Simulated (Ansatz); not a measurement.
# RuS2: the cost of one run

Program: Ansatz 0.2.0. Level of theory: DFT PBE, scalar-relativistic, plane waves, PAW. These are calculated values, not measurements.

The COD entry's cell or inner coordinates are ideal or old and differ from later refinements, so a difference from it is no clean test against experiment.

## 1. The structure to begin with

The structure is cubic, space group Pn-3m (No. 224). The conventional cell has a = 4.562 Å, b = 4.562 Å, c = 4.562 Å, α = 90.00°, β = 90.00°, γ = 90.00°. Around Ru (site symmetry -43m) lie 4 S at 1.98 Å. S (site symmetry -3m) has 2 Ru at 1.98 Å as nearest neighbours.

Coordinates:

```cif
data_structure
_symmetry_space_group_name_H-M 'Pn-3m:1'
_symmetry_Int_Tables_number 224
_cell_length_a 4.5623
_cell_length_b 4.5623
_cell_length_c 4.5623
_cell_angle_alpha 90.000
_cell_angle_beta 90.000
_cell_angle_gamma 90.000
_cell_volume 94.96
loop_
_atom_site_label
_atom_site_type_symbol
_atom_site_symmetry_multiplicity
_atom_site_Wyckoff_symbol
_atom_site_fract_x
_atom_site_fract_y
_atom_site_fract_z
_atom_site_occupancy
Ru1 Ru 2 a 0.00000 0.00000 0.00000 1
S1 S 4 b 0.25000 0.25000 0.25000 1
```

This is candidate A: cuprite type (Pn-3m, No. 224).

(A quick probe on a coarse mesh, which set the mesh and smearing, is not shown.)

## 3. Rough relaxation on the coarse mesh (candidate A)

Input file input.yaml:

```yaml
crystal:
  lattice:
    - [4.5622689412, 0.0, 0.0]
    - [0.0, 4.5622689412, 0.0]
    - [0.0, 0.0, 4.5622689412]
  atoms:
    - { symbol: Ru, position: [0.0, 0.0, 0.0] }
    - { symbol: Ru, position: [0.5, 0.5, 0.5] }
    - { symbol: S, position: [0.25, 0.25, 0.25] }
    - { symbol: S, position: [0.25, 0.75, 0.75] }
    - { symbol: S, position: [0.75, 0.75, 0.25] }
    - { symbol: S, position: [0.75, 0.25, 0.75] }
basis:
  ecutwfc: 420
kpoints:
  mp_grid: { grid: [4, 4, 4] }
hamiltonian:
  xc: pbe
scf:
  occupations: { method: gaussian, width: 0.1 }
  lower_state_search: "off"
output:
  forces: true
  stress: true
  eigenvalues: true
relax:
  adjacent_minimum: "off"
  f_tol: 0.04
  max_steps: 70
  cell: { stress_tol: 0.4 }
```

Started as:

```
> ansatz run input.yaml --threads 1 --pin off --max-ram 2560MiB --backend cpu --events-out ev --progress --plain --runs-dir out
```

What time and memory should one allow on 1 thread of AMD EPYC 7B13 (Zen 3), shared host?

About 14 s, with a peak of 0.44 GiB.
